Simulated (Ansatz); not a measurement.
# InP: the cost of one run

Computed with Ansatz 0.2.0 (DFT LDA, scalar-relativistic, plane waves, PAW, unless a step's input says otherwise).

The COD entry's cell or inner coordinates are ideal or old and differ from later refinements, so a difference from it is no clean test against experiment.

17 further runs of the same task are left out: 17 set aside as unsound or not needed.

**1. The system as given**

It takes space group F-43m (No. 216, cubic). The conventional cell has a = 5.827 Å, b = 5.827 Å, c = 5.827 Å, α = 90.00°, β = 90.00°, γ = 90.00°. Around In (site symmetry -43m) lie 4 P at 2.52 Å. Around P (site symmetry -43m) lie 4 In at 2.52 Å.

Coordinates:

```xyz
2
Lattice="0.0000 2.9135 2.9135 2.9135 0.0000 2.9135 2.9135 2.9135 0.0000" Properties=species:S:1:pos:R:3 pbc="T T T"
In    0.0000    0.0000    0.0000
P     4.3702    4.3702    4.3702
```

This cell was relaxed beforehand with the same method: volume 24.73 Å³/atom, gap on the mesh 0.57 eV.

**2. What is varied**

The energy is mapped over volume and the cell's shape.

First coordinate, volume per atom: 7 values from 22.75 to 26.71 Å³. Second coordinate, c/a of the conventional cell: 7 values from 0.834 to 1.200.

Nothing else is relaxed (symmetry fixes all fractional coordinates). Energies count from the relaxed crystal. Points are written as (first, second).

**3. The run at (22.75 Å³, 1.129)**

input.yaml reads:

```yaml
crystal:
  lattice:
    - [0.0, 3.0723391451, 2.7212924226]
    - [2.7212924226, 0.0, 2.7212924226]
    - [2.7212924226, 3.0723391451, 0.0]
  atoms:
    - { symbol: In, position: [0.0, 0.0, 0.0] }
    - { symbol: P, position: [0.75, 0.75, 0.75] }
basis:
  ecutwfc: 420
kpoints:
  mp_grid: { grid: [12, 12, 12] }
hamiltonian:
  xc: lda
  pseudopotentials: { kind: paw, azcp: { folder: soft_1 } }
scf:
  occupations: { method: gaussian, width: 0.05 }
output:
  forces: true
  stress: true
  eigenvalues: true
```

Started as:

```console
> ansatz run input.yaml --threads 1 --pin off --max-ram 2048MiB --backend cpu --events-out ev --progress --plain --runs-dir out
```

Q: Estimate wall time and peak memory on 1 thread of Intel Xeon 6975P-C (Granite Rapids), shared host.

About 5.4 s, with a peak of 0.44 GiB.
